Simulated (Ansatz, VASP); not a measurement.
# Two plane-wave programs on TaN

INCAR

```
PREC = Accurate
ENCUT = 520
EDIFF = 1E-7
ISMEAR = 0
SIGMA = 0.05
LREAL = F
LASPH = T
NELM = 150
ALGO = Normal
ISIF = 2
LWAVE = F
LCHARG = T
ISPIN = 2
MAGMOM = 2 2 0 0
LORBIT = 11
LMAXMIX = 4
LDAU = T
LDAUTYPE = 2
LDAUL = 2 -1
LDAUU = 6 0
LDAUJ = 0 0
LDAUPRINT = 1
GGA = PE
LELF = T
LVHAR = T
NBANDS = 28
```

File KPOINTS:

```
Automatic mesh
0
Gamma
  7 7 7
```

POSCAR

```
TaN
1.0
    0.0000000000      2.1790013100      2.1790013100
    2.1790013100      0.0000000000      2.1790013100
    4.3580026200      4.3580026200      0.0000000000
Ta N
2 2
Direct
    0.5000000000      0.5000000000      0.2500000000
    0.5000000000      0.5000000000      0.7500000000
    0.0000000000      0.0000000000      0.0000000000
    0.0000000000      0.0000000000      0.5000000000
```

Input for Ansatz:

```yaml
crystal:
  lattice:
    - [0.0, 2.17900131, 2.17900131]
    - [2.17900131, 0.0, 2.17900131]
    - [4.35800262, 4.35800262, 0.0]
  atoms:
    - { symbol: Ta, position: [0.5, 0.5, 0.25], spin: 2.0 }
    - { symbol: "N", position: [0.0, 0.0, 0.0] }
    - { symbol: Ta, position: [0.5, 0.5, 0.75], spin: 2.0 }
    - { symbol: "N", position: [0.0, 0.0, 0.5] }
basis:
  ecutwfc: 420
  ecutrho_ratio: 4
kpoints:
  mp_grid: { grid: [7, 7, 7] }
hamiltonian:
  xc: pbe
  hubbard:
    sites: [{ site: 0, l: d, u_eff: 6.0 }, { site: 2, l: d, u_eff: 6.0 }]
scf:
  occupations: { method: gaussian, width: 0.05 }
  lower_state_search: "off"
  max_iter: 150
output:
  forces: true
  stress: true
  eigenvalues: true
  populations: true
  hubbard: { sites: [{ site: 0, l: d }, { site: 2, l: d }] }
magnetization:
  spin_polarized: true
```

Alike in both runs: task single point; functional PBE; k mesh 7 × 7 × 7; occupations gaussian, width 0.05 eV; collinear spin; Hubbard terms Ta d U = 6.0 eV.

|  | VASP | Ansatz |
| --- | --- | --- |
| version | VASP 6.6.1 | Ansatz 0.2.0 |
| potentials or method | VASP PAW PBE potentials, release 64 (Ta_pv, N) | scalar-relativistic, plane waves, PAW |
| plane-wave cutoff (eV) | 520 | 420 |
| valence electrons in the cell | 32 | 36 |

Ansatz gave:

| Property | Result |
| --- | --- |
| gap on the k mesh at the Fermi level (eV) | none |
| net moment per atom (μB) | 0.05 |
| size of the moment on the site where the two differ most (μB) | 0.05 |

Question: Estimate VASP's values.

Answer: gap on the k mesh at the Fermi level (eV): none; net moment per atom (μB): 0.00; size of the moment on the site where the two differ most (μB): 0.00.

Site moments also hang on the region over which each program counts them. The programs project onto different local orbitals, so the same U acts differently. A gap of «none» marks a metal or a gap that the smearing closes. The two sets of potentials don't hold the same shells in valence. Ansatz warned: «filled_band_counts_differ_across_k_points».

 The state reached can hang on the start; a lower one may exist. The runs have no spin-orbit coupling, so splittings on Ta are missing.
